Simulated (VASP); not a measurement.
## Pb under changes of volume

One of the cells (31.654 Å³/atom); the others are scaled copies at fixed shape and fractional positions:

```xyz
1
Lattice="-1.9928 1.9928 1.9928 1.9928 -1.9928 1.9928 1.9928 1.9928 -1.9928" Properties=species:S:1:pos:R:3 pbc="T T T"
Pb    0.0000    0.0000    0.0000
```

This isn't the form of Pb at room conditions, which is fcc.

- Program: VASP 6.6.1
- Functional: PBE
- Potentials or basis: VASP PAW PBE potentials, release 64 (Pb_d)
- Cutoff: 520 eV
- k mesh: 9 × 9 × 9
- Occupations: fermi-dirac, width 0.05 eV
- Spin: no spin polarisation

```tsv
volume (Å³/atom)	energy over the lowest point (meV/atom)	pressure (GPa)
29.172	?	?
29.792	13.96	2.7
30.413	5.55	1.7
31.654	0.00	-0.1
32.275	1.88	-0.8
32.896	6.29	-1.4
```

Question: What does the run at 29.172 Å³/atom give?

Answer: Energy over the lowest point 26.84 meV/atom; pressure 3.9 GPa.

Worked out: A Birch-Murnaghan fit of order 3 (a polynomial in V^(-2/3)) to the other rows has its minimum at 31.56 Å³/atom with B0 = V·E''(V) = 39 GPa and B' = 6.4. It gives 26.89 meV/atom at 29.172 Å³/atom, against the run's 26.84, and -dE/dV = 4.0 GPa, against 3.9.

Energies are extrapolated to zero smearing.
